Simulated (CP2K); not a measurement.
**Nb under changes of volume**

One of the cells (18.428 Å³/atom); the others are scaled copies at fixed shape and fractional positions:

```xyz
1
Lattice="2.8820 0.0000 0.0000 -0.9607 2.7172 0.0000 -0.9607 -1.3586 2.3532" Properties=species:S:1:pos:R:3 pbc="T T T"
Nb    0.0000    0.0000    0.0000
```

| Property | Result |
| --- | --- |
| Program | CP2K 2026.2 |
| Functional | r2SCAN |
| Potentials or basis | POTENTIAL_UZH Nb GTH-SCAN-q13; TZVP-MOLOPT-SCAN-GTH basis |
| Density cutoff | 9184 eV |
| k mesh | 11 × 11 × 11 |
| Occupations | fermi-dirac, width 0.01 eV |
| Spin | no spin polarisation |

| volume (Å³/atom) | energy over the lowest point (meV/atom) | pressure (GPa) |
| --- | --- | --- |
| 17.322 | ? | ? |
| 17.691 | 6.33 | 4.5 |
| 18.060 | 0.00 | 1.1 |
| 18.428 | 1.16 | -2.3 |
| 18.797 | 10.21 | -5.6 |
| 19.165 | 26.54 | -8.6 |
| 19.534 | 49.55 | -11.4 |

Problem. What does the run at 17.322 Å³/atom give?

Solution. Energy over the lowest point 21.18 meV/atom; pressure 8.4 GPa.

Worked out: A Birch-Murnaghan fit of order 3 (a polynomial in V^(-2/3)) to the other rows has its minimum at 18.18 Å³/atom with B0 = V·E''(V) = 167 GPa (rough, since the energies scatter). It gives 21.06 meV/atom at 17.322 Å³/atom, against the run's 21.18, and -dE/dV = 8.2 GPa, against 8.4.

Energies are extrapolated to zero smearing.

Caveats: the basis of atomic orbitals isn't converged, which shifts pressures, moduli and gaps.
